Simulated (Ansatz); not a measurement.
The system is AlRu.

```xyz
2
Lattice="2.9916 0.0000 0.0000 0.0000 2.9916 0.0000 0.0000 0.0000 2.9916" Properties=species:S:1:pos:R:3 pbc="T T T"
Ru    1.4958    1.4958    1.4958
Al    0.0000    0.0000    0.0000
```

* Program: Ansatz 0.2.0
* Task: relaxation of cell and atoms
* Functional: revPBE
* Dispersion: D4
* Potentials or basis: Ansatz PAW
* Cutoff: 420 eV (not typed: the program's choice for these potentials)
* k mesh: 9 × 9 × 9
* Occupations: fermi-dirac, width 0.05 eV
* Spin: no spin polarisation

At the start: volume 13.39 Å³/atom.

Problem. How do energy, volume and symmetry change on relaxing?

Solution. It ends after 4 steps and the volume is 13.13 Å³/atom (-1.9 %); space group Pm-3m (No. 221, to 0.05 Å).

The path:
```
step  energy change (eV)  largest force (eV/Å)  volume (Å³)
   1              0.0000                0.0000        26.77
   2             -0.0064                0.0000        26.14
   3             -0.0068                0.0000        26.27
   4             -0.0065                0.0000        26.27
```

Final structure:
```cif
data_structure
_symmetry_space_group_name_H-M 'P 1'
_symmetry_Int_Tables_number 1
_cell_length_a 2.9726
_cell_length_b 2.9726
_cell_length_c 2.9726
_cell_angle_alpha 90.000
_cell_angle_beta 90.000
_cell_angle_gamma 90.000
_cell_volume 26.27
loop_
_atom_site_label
_atom_site_type_symbol
_atom_site_fract_x
_atom_site_fract_y
_atom_site_fract_z
_atom_site_occupancy
Ru1 Ru 0.50000 0.50000 0.50000 1
Al1 Al 0.00000 0.00000 0.00000 1
```

Caveat: the plane-wave basis is chosen anew once the cell has moved, so the energies of steps on either side of that aren't comparable; pairwise dispersion overbinds metals, which lowers pressure and volume; the PAW data sets come from PBE, with cores solved anew for the run's functional, which leaves a small shift of forces and pressure.
